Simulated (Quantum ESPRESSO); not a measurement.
**BaTiO3: zone-centre phonons under several settings**

```
CELL_PARAMETERS angstrom
2.82737 1.63238 2.31839
-2.82737 1.63238 2.31839
0.00000 -3.26476 2.31839
ATOMIC_POSITIONS crystal
Ba 0.00000 0.00000 0.00000
Ti 0.48450 0.48450 0.48450
O 0.50860 0.01750 0.50860
O 0.01750 0.50860 0.50860
O 0.50860 0.50860 0.01750
```

All runs used Quantum ESPRESSO 7.5; potentials PseudoDojo 0.4.1 SR LDA standard; k mesh 2 × 2 × 2, shifted; no spin polarisation; cutoff 1143 eV; occupations smeared at first, fixed for the response.

```tsv
level	geometry	volume (Å³/atom)	pressure (GPa)	lowest optical mode without the field (cm⁻¹)	highest optical mode without the field (cm⁻¹)	sum of the Born charges (e)
LDA	relaxed at -3 GPa	12.37	-3.0	166	497	0.62
LDA	relaxed at 0 GPa	12.17	0.0	172	506	0.61
LDA	relaxed at 3 GPa	11.99	3.0	178	514	0.60
LDA	relaxed at 8 GPa	11.73	8.0	188	531	0.58
LDA	relaxed at 15 GPa	?	15.0	?	?	?
```

Task: What stands in the row left open?

Result: Volume 11.40 Å³/atom; lowest optical mode without the field 200 cm⁻¹; highest optical mode without the field 558 cm⁻¹; sum of the Born charges 0.56 e.

Caveats: all runs use coarse meshes; this release of the barium file is off; the cell relaxed to another space group than the one typed; the cell is more than 3 GPa from zero pressure, which shifts response properties (some runs).

For the row left open. Caveat: the k mesh is coarse (spacing up to 0.78 Å⁻¹), so the values aren't converged; the mesh is thin for the dielectric tensor, Born charges and intensities, which usually come out too large; this release of the barium file is off; the cell is more than 3 GPa from zero pressure, which shifts response properties; the cell relaxed to another space group than the one typed; the Born charges break their sum rule by 0.56 e, a sign of too thin a mesh.
